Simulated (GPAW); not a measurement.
# Al (Fm-3m) in GPAW: settings compared

One crystal, Al, is run at these levels: PBEsol+D4, optPBE-vdW, AM05, RPBE, PBE; tasks: equation of state, band structure.

Everything below comes from runs of GPAW 26.7.0. Logs are shortened: lines on timing, memory, paths and dates and some standing lists are left out, and cuts for length are marked. The log counts tension as positive stress, the text compression.

**Measured values to compare with.**

“The interpretation of polycrystalline coherent inelastic neutron scattering from aluminium”, 2013, pmc:3831299 quotes, for a bulk crystal of Al: bulk modulus 76.9 GPa.

The results are compared with them further down.

**1. The crystal as given**

It takes space group Fm-3m (No. 225, cubic). Conventional cell: a = 4.050 Å, b = 4.050 Å, c = 4.050 Å, α = 90.00°, β = 90.00°, γ = 90.00°. Around Al (site symmetry m-3m) lie 12 Al at 2.86 Å.

**2. Equation of state, PBEsol+D4**

File run.py:

```python
from ase.calculators.mixing import SumCalculator
from ase.eos import EquationOfState
from ase.io import Trajectory, read
from ase.units import GPa
from dftd4.ase import DFTD4
from gpaw import GPAW, PW, setup_paths

setup_paths.insert(0, '.')

atoms = read('Al.cif')

traj = Trajectory('eos.traj', 'w')
volumes, energies = [], []
for x in [0.94, 0.96, 0.98, 1.0, 1.02, 1.04, 1.06]:
    a = atoms.copy()
    a.set_cell(atoms.cell * x**(1 / 3), scale_atoms=True)
    calc = GPAW(mode=PW(600),
                xc='PBEsol',
                kpts={'size': (11, 11, 11), 'gamma': True},
                occupations={'name': 'fermi-dirac', 'width': 0.05},
                nbands=7,
                convergence={'density': 1e-05, 'energy': 1e-05},
                maxiter=150,
                txt=f'eos-{x:.2f}.txt')
    a.calc = SumCalculator([calc, DFTD4(method='pbesol')])
    energies.append(a.get_potential_energy())
    volumes.append(a.get_volume())
    p = -a.get_stress()[:3].mean() / GPa
    calc.write(f'eos-{x:.2f}.gpw')
    traj.write(a)
    print(f'{x:.2f} {volumes[-1]:10.4f} A^3 {energies[-1]:14.6f} eV {p:9.3f} GPa', flush=True)

v0, e0, B = EquationOfState(volumes, energies, eos='birchmurnaghan').fit()
print(f'V0 = {v0:.4f} A^3, E0 = {e0:.6f} eV, B0 = {B / GPa:.2f} GPa')
```

File Al.cif:

```cif
data_Al
_cell_length_a 2.86350669
_cell_length_b 2.86350669
_cell_length_c 2.86350669
_cell_angle_alpha 60.00000000
_cell_angle_beta 60.00000000
_cell_angle_gamma 60.00000000
_space_group_name_H-M_alt 'P1'
_space_group_name_Hall 'P 1'
_space_group_IT_number 1
loop_
_space_group_symop_operation_xyz
'x,y,z'
loop_
_atom_site_label
_atom_site_type_symbol
_atom_site_symmetry_multiplicity
_atom_site_Wyckoff_symbol
_atom_site_fract_x
_atom_site_fract_y
_atom_site_fract_z
_atom_site_occupancy
Al1 Al 1 a 0.0000000000 0.0000000000 0.0000000000 1
```

Potentials or basis: PAW data sets generated in the run's folder for this functional, pw.

The run is started by

```sh
gpaw-setup -f PBEsol Al
OMP_NUM_THREADS=1 python run.py
```

Output:

```text
__  _  _
 | _ |_)|_||  |
 |__||  | ||/\| - 26.7.0

Input parameters:
  mode=PW(ecut=600.0),
  convergence={'density': 1e-05, 'energy': 1e-05},
  kpts=MonkhorstPack(size=(11, 11, 11), gamma=True),
  maxiter=150,
  nbands=7,
  occupations=Occupations(name='fermi-dirac', width=0.05),
  xc=XC(name='PBEsol')

Diagonalizing LCAO Hamiltonian
Converting LCAO to pw mode

       Al

Atoms  # Å, Bohr magnetons
|   | symbol |        x |        y |        z |    initial magnetic moments |
|---|--------|----------|----------|----------|-----------------------------|
| 0 |     Al | 0.000000 | 0.000000 | 0.000000 | ( 0.0000,  0.0000,  0.0000) |

Unit cell  # Å
| periodic |        x |        y |        z |  lengths |    angles |
|----------|----------|----------|----------|----------|-----------|
|      yes | 2.805051 | 0.000000 | 0.000000 | 2.805051 | 60.000000 |
|      yes | 1.402526 | 2.429246 | 0.000000 | 2.805051 | 60.000000 |
|      yes | 1.402526 | 0.809749 | 2.290315 | 2.805051 | 60.000000 |

Number of symmetries: 48
Symmetry operations  # r_c * U_cc + t_c -> r_c
|    | kind |            matrix            |
|----|------|------------------------------|
|  0 |  σ   |  1, 0, 0,  1, 0,-1,  1,-1, 0 |
|  1 |  C2  |  1, 0, 0,  1,-1, 0,  1, 0,-1 |
|  2 |  E   |  1, 0, 0,  0, 1, 0,  0, 0, 1 |
|  3 |  σ   |  1, 0, 0,  0, 0, 1,  0, 1, 0 |
|  4 |  C4  |  1, 0,-1,  1, 0, 0,  1,-1, 0 |
|  5 |  S6  |  1, 0,-1,  1,-1, 0,  1, 0, 0 |
|  6 |  σ   |  1, 0,-1,  0, 1,-1,  0, 0,-1 |
|  7 |  C3  |  1, 0,-1,  0, 0,-1,  0, 1,-1 |
|  8 |  S6  |  1,-1, 0,  1, 0, 0,  1, 0,-1 |
|  9 |  C4  |  1,-1, 0,  1, 0,-1,  1, 0, 0 |
| 10 |  C3  |  1,-1, 0,  0,-1, 1,  0,-1, 0 |
| 11 |  σ   |  1,-1, 0,  0,-1, 0,  0,-1, 1 |
| 12 |  σ   |  0, 1, 0,  1, 0, 0,  0, 0, 1 |
| 13 |  C4  |  0, 1, 0,  0, 1,-1, -1, 1, 0 |
| 14 |  C3  |  0, 1, 0,  0, 0, 1,  1, 0, 0 |
| 15 |  S6  |  0, 1, 0, -1, 1, 0,  0, 1,-1 |
| 16 |  C2  |  0, 1,-1,  1, 0,-1,  0, 0,-1 |
| 17 |  σ   |  0, 1,-1,  0, 1, 0, -1, 1, 0 |
| 18 |  S4  |  0, 1,-1,  0, 0,-1,  1, 0,-1 |
| 19 |  C4  |  0, 1,-1, -1, 1, 0,  0, 1, 0 |
| 20 |  C3  |  0, 0, 1,  1, 0, 0,  0, 1, 0 |
| 21 |  σ   |  0, 0, 1,  0, 1, 0,  1, 0, 0 |
| 22 |  S6  |  0, 0, 1,  0,-1, 1, -1, 0, 1 |
| 23 |  C4  |  0, 0, 1, -1, 0, 1,  0,-1, 1 |
| 24 |  S4  |  0, 0,-1,  1, 0,-1,  0, 1,-1 |
| 25 |  C3  |  0, 0,-1,  0, 1,-1,  1, 0,-1 |
| 26 |  C2  |  0, 0,-1,  0,-1, 0, -1, 0, 0 |
| 27 |  S6  |  0, 0,-1, -1, 0, 0,  0,-1, 0 |
| 28 |  S4  |  0,-1, 1,  1,-1, 0,  0,-1, 0 |
| 29 |  C4  |  0,-1, 1,  0, 0, 1, -1, 0, 1 |
| 30 |  C2  |  0,-1, 1,  0,-1, 0,  1,-1, 0 |
| 31 |  σ   |  0,-1, 1, -1, 0, 1,  0, 0, 1 |
| 32 |  C3  |  0,-1, 0,  1,-1, 0,  0,-1, 1 |
| 33 |  S6  |  0,-1, 0,  0, 0,-1, -1, 0, 0 |
| 34 |  S4  |  0,-1, 0,  0,-1, 1,  1,-1, 0 |
| 35 |  C2  |  0,-1, 0, -1, 0, 0,  0, 0,-1 |
| 36 |  C2  | -1, 1, 0,  0, 1, 0,  0, 1,-1 |
| 37 |  S6  | -1, 1, 0,  0, 1,-1,  0, 1, 0 |
| 38 |  S4  | -1, 1, 0, -1, 0, 1, -1, 0, 0 |
| 39 |  C3  | -1, 1, 0, -1, 0, 0, -1, 0, 1 |
| 40 |  S6  | -1, 0, 1,  0, 0, 1,  0,-1, 1 |
| 41 |  C2  | -1, 0, 1,  0,-1, 1,  0, 0, 1 |
| 42 |  C3  | -1, 0, 1, -1, 1, 0, -1, 0, 0 |
| 43 |  S4  | -1, 0, 1, -1, 0, 0, -1, 1, 0 |
| 44 |  C2  | -1, 0, 0,  0, 0,-1,  0,-1, 0 |
| 45 |  i   | -1, 0, 0,  0,-1, 0,  0, 0,-1 |
| 46 |  σ   | -1, 0, 0, -1, 1, 0, -1, 0, 1 |
| 47 |  C2  | -1, 0, 0, -1, 0, 1, -1, 1, 0 |

BZ-sampling:
  Number of BZ points: 1331
  Number of IBZ points: 56

  Monkhorst-Pack size: [11, 11, 11]
  Monkhorst-Pack shift: [0, 0, 0]

K-points  # in reciprocal-cell coordinates
|     |                                coordinates |     weight |
|-----|--------------------------------------------|------------|
|   0 | (  0.00000000,   0.00000000,   0.00000000) | 0.00075131 |
|   1 | (  0.09090909,   0.09090909,   0.00000000) | 0.00450789 |
|   2 | (  0.09090909,   0.09090909,   0.09090909) | 0.00601052 |
|   3 | (  0.18181818,   0.09090909,   0.09090909) | 0.00901578 |
|   4 | (  0.18181818,   0.18181818,   0.00000000) | 0.00450789 |
|   5 | (  0.18181818,   0.18181818,   0.09090909) | 0.01803156 |
|   6 | (  0.18181818,   0.18181818,   0.18181818) | 0.00601052 |
|   7 | (  0.27272727,   0.18181818,   0.09090909) | 0.01803156 |
|   8 | (  0.27272727,   0.18181818,   0.18181818) | 0.01803156 |
|   9 | (  0.27272727,   0.27272727,   0.00000000) | 0.00450789 |
| ... |                                            |            |
|  55 | (  0.45454545,   0.45454545,   0.45454545) | 0.00601052 |

Plane wave coefficients: 534
Cutoff: 600.0 eV

Spin-components: 1 (collinear spins)
Bands:           7
Projectors:      5
Spin-degeneracy: 2
Datatype:        complex128

Parallelization:
  kpt:    1
  domain: 1
  band:   1

Density:
  Valence electrons: 3.0
  Components: 1
  Grid points: [16 16 16]
  Charge: 0.0  # |e|

Potential:
  Grid points: [16 16 16]

species:
  Al:
    name:    Aluminium
    Z:       13.0
    valence: 3
    core:    10
    charge:  0.0  # [|e|]
    compensation charges:
      type: gauss
      rc: 0.34  # [Å]
      lmax: 2
    cutoffs:
      filter: 1.91  # [Å]
      core: 2.36  # [Å]
    projectors
    | kind |    occ | energy [eV] | rcut [Å] |
    |------|--------|-------------|----------|
    |   3s |  2.000 |      -7.715 |    1.085 |
    |   3p |  1.000 |      -2.689 |    1.085 |
    |    s |        |      19.497 |    1.085 |
    |    p |        |      24.522 |    1.085 |
    |    d |        |       0.000 |    1.085 |

    Using partial waves for Al as LCAO basis

Reference energy: -6590.127727  # eV

eigensolver:
  PPCG
  Converge bands: occupied
  niter=2

density mixing:
  MSR1-Mixer
  Pratt-step length: 0.05
  Maximum mixing coefficient: 0.75
  Old densities: 10
  SVD Regularization: 0.005
  Good broyden scale: 1.0
  Trust region scale: 1.0
  Backstep threshold: 4.0
  History deletion threshold: 6.0
  Fourier metric: weight=20.0, sigma=0.015

occupation numbers:
  Fermi-Dirac:
    width: 0.0500  # eV

poisson solver:
  ecut: 4800.0  # eV

xc functional:
  name: PBEsol with 2 nearest neighbor stencil

convergence criteria:
- Maximum integral of absolute [dens]ity change: 1e-05 electrons / valence electron
- Maximum [total energy] change in last 3 cyles: 1e-05 eV / valence electron
- Maximum integral of absolute [eigenst]ate change: 4e-08 eV^2 / valence electron
maximum number of iterations: 150

SCF iterations
|iter     | |      energy | eigst |  dens |
|---------|-|-------------|-------|-------|
|iter:   1| |   -4.086568 | -0.23 |       |
|iter:   2| |   -4.086715 | -3.48 | -0.99 |
|iter:   3| |   -4.086556 | -3.16 | -1.01 |
|iter:   4| |   -4.086937 | -3.93 | -1.57 |
|iter:   5| |   -4.086946 | -6.17 | -2.96 |
|iter:   6| |   -4.086948c| -6.71 | -3.38 |
|iter:   7| |   -4.086948c| -8.79c| -4.65 |
|iter:   8| |   -4.086948c| -9.57c| -5.18c|

Converged in 8 steps
Energy contributions relative to reference atoms: (reference = -6590.127727)

Energy contributions:
  Kinetic:           6.102753
  Coulomb:          -3.663759
  Zero:             -0.008530
  External:          0.000000
  Xc:               -6.515481
  Entropy:          -0.003864
  Spinorbit:         0.000000
  ----------------------------
  Free energy:      -4.088880
  Extrapolated:     -4.086948

dipole moment: (-9.634557, -5.562514, -3.933291)  # |e|*Ang

Fermi level: 7.644
Eigenvalues  # (at kpt = [0.000, 0.000, 0.000])
| band index |      eig [eV] | occ [0-2] |
|------------|---------------|-----------|
|          0 |        -3.877 |     2.000 |
|          1 |        20.581 |     0.000 |
|          2 |        20.581 |     0.000 |
|          3 |        20.581 |     0.000 |
|          4 |        22.482 |     0.000 |
|          5 |        22.482 |     0.000 |
|          6 |        22.482 |     0.000 |

No gap
No difference between direct/indirect transitions

Stress tensor  # eV/Ang^3
|         x |         y |         z |
|-----------|-----------|-----------|
| -0.022486 | -0.000000 | -0.000000 |
| -0.000000 | -0.022486 |  0.000000 |
|  0.000000 | -0.000000 | -0.022486 |

# Writing to eos-0.94.gpw (mode='')
```

It took 18 s on 1 thread of AMD EPYC 9R45 (Zen 5), shared host; peak memory 0.16 GiB.

Results:

| Quantity | Value |
| --- | --- |
| Equilibrium volume | 15.87 Å³/atom |
| Bulk modulus | 89 GPa |
| Pressure derivative of the bulk modulus | 4.5 |

Energy against volume, from the lowest point:
| volume (Å³/atom) | energy (meV/atom) |
| --- | --- |
| 15.607 | 1.22 |
| 15.939 | 0.00 |
| 16.271 | 2.54 |
| 16.603 | 8.44 |
| 16.935 | 17.34 |
| 17.267 | 28.93 |
| 17.599 | 42.89 |

**3. Band structure, optPBE-vdW**

File run.py:

```python
from ase import Atoms
from ase.dft.bandgap import bandgap
from ase.io import write
from gpaw import GPAW, PW

atoms = Atoms(['Al'],
              cell=[[0.0, 2.024805, 2.024805],
                    [2.024805, 0.0, 2.024805],
                    [2.024805, 2.024805, 0.0]],
              scaled_positions=[[0.0, 0.0, 0.0]],
              pbc=True)

calc = GPAW(mode=PW(600),
            xc={'name': 'optPBE-vdW', 'backend': 'libvdwxc'},
            kpts={'size': (11, 11, 11), 'gamma': True},
            occupations={'name': 'fermi-dirac', 'width': 0.05},
            nbands=7,
            convergence={'density': 1e-05, 'energy': 1e-05},
            maxiter=150,
            txt='gpaw.txt')
atoms.calc = calc
energy = atoms.get_potential_energy()
forces = atoms.get_forces()
calc.write('gs.gpw')
write('result.traj', atoms)
print(f'Energy: {energy:.6f} eV')
print('Forces (eV/A):')
print(forces.round(4))
print('Fermi level:', round(calc.get_fermi_level(), 4), 'eV')
print(f'Gap: {bandgap(calc)[0]:.4f} eV, direct: {bandgap(calc, direct=True)[0]:.4f} eV')

path = atoms.cell.bandpath('GXWKGLUWLK,UX', npoints=60, eps=1e-4)
bs_calc = calc.fixed_density(kpts=path, symmetry='off', nbands=13,
                             convergence={'bands': 'CBM+6.0', 'eigenstates': 1e-6}, txt='bands.txt')
bs = bs_calc.band_structure()
bs.write('bs.json')
print(f'Gap on the path: {bandgap(bs_calc)[0]:.4f} eV')
```

Potentials or basis: GPAW PAW data sets (gpaw-data 1.2.1), pw.

The run is started by

```sh
OMP_NUM_THREADS=1 python run.py
```

gpaw.txt:

```text
__  _  _
 | _ |_)|_||  |
 |__||  | ||/\| - 26.7.0

Input parameters:
  mode=PW(ecut=600.0),
  convergence={'density': 1e-05, 'energy': 1e-05},
  kpts=MonkhorstPack(size=(11, 11, 11), gamma=True),
  maxiter=150,
  nbands=7,
  occupations=Occupations(name='fermi-dirac', width=0.05),
  xc=XC(name='optPBE-vdW', backend='libvdwxc')

Diagonalizing LCAO Hamiltonian
Converting LCAO to pw mode

       Al

Atoms  # Å, Bohr magnetons
|   | symbol |        x |        y |        z |    initial magnetic moments |
|---|--------|----------|----------|----------|-----------------------------|
| 0 |     Al | 0.000000 | 0.000000 | 0.000000 | ( 0.0000,  0.0000,  0.0000) |

Unit cell  # Å
| periodic |        x |        y |        z |  lengths |    angles |
|----------|----------|----------|----------|----------|-----------|
|      yes | 0.000000 | 2.024805 | 2.024805 | 2.863507 | 60.000000 |
|      yes | 2.024805 | 0.000000 | 2.024805 | 2.863507 | 60.000000 |
|      yes | 2.024805 | 2.024805 | 0.000000 | 2.863507 | 60.000000 |

[... 165 lines left out ...]
|iter     | |      energy | eigst |  dens |
|---------|-|-------------|-------|-------|
|iter:   1| |  -11.064912 | -0.23 |       |
|iter:   2| |  -11.066023 | -3.47 | -1.02 |
|iter:   3| |  -11.073680 | -3.77 | -1.04 |
|iter:   4| |  -11.074800 | -4.67 | -1.56 |
|iter:   5| |  -11.074806 | -7.18 | -2.87 |
|iter:   6| |  -11.074807c| -7.70c| -3.30 |
|iter:   7| |  -11.074807c| -8.14c| -4.76 |
|iter:   8| |  -11.074807c| -8.37c| -5.19c|

Converged in 8 steps
Energy contributions relative to reference atoms: (reference = -6603.423265)

Energy contributions:
  Kinetic:           4.392727
  Coulomb:          -2.475336
  Zero:             -0.001062
  External:          0.000000
  Xc:              -12.989119
  Entropy:          -0.004036
  Spinorbit:         0.000000
  ----------------------------
  Free energy:     -11.076825
  Extrapolated:    -11.074807

dipole moment: (-6.954515, -6.954515, -6.954515)  # |e|*Ang

Fermi level: 7.161
Eigenvalues  # (at kpt = [0.000, 0.000, 0.000])
| band index |      eig [eV] | occ [0-2] |
|------------|---------------|-----------|
|          0 |        -3.939 |     2.000 |
|          1 |        19.706 |     0.000 |
|          2 |        19.706 |     0.000 |
|          3 |        19.706 |     0.000 |
|          4 |        21.131 |     0.000 |
|          5 |        21.131 |     0.000 |
|          6 |        21.131 |     0.000 |

No gap
No difference between direct/indirect transitions

Forces  # eV/Ang
|       x |       y |        z |
|---------|---------|----------|
| 0.00000 | 0.00000 | -0.00000 |  # Al   0

# Writing to gs.gpw (mode='')
```

stdout:

```text
Energy: -11.074807 eV
Forces (eV/A):
[[ 0.  0. -0.]]
Fermi level: 7.1607 eV
Gap: 0.0000 eV, direct: 0.0000 eV
Gap on the path: 0.0000 eV
```

It took 4.4 s on 1 thread of AMD EPYC 9R45 (Zen 5), shared host; peak memory 0.16 GiB.

Results:

| Quantity | Value |
| --- | --- |
| Free energy | -11.0768 eV |
| Band gap along the path | none (metal or under the smearing width) |

Levels at the corners of the path, in eV from the Fermi level:
```
point  band 1  band 2  band 3  band 4  band 5
    Γ  -11.10   12.54   12.54   12.54   13.97
    X   -2.94   -1.59    5.22    5.53    5.53
    W   -0.87   -0.87    0.23    1.02   15.76
    K   -1.91   -1.35   -0.42    6.49    8.16
    Γ  -11.10   12.54   12.54   12.54   13.97
    L   -4.56   -4.41   11.27   11.27   11.43
    U   -1.91   -1.35   -0.42    6.49    8.16
    W   -0.87   -0.87    0.23    1.02   15.76
    L   -4.56   -4.41   11.27   11.27   11.43
    K   -1.91   -1.35   -0.42    6.49    8.16
    U   -1.91   -1.35   -0.42    6.49    8.16
    X   -2.94   -1.59    5.22    5.53    5.53
```

Caveat: the PAW data sets were made with another functional, which shifts forces and pressure a little.

(Part 1 of 2 ends here.)
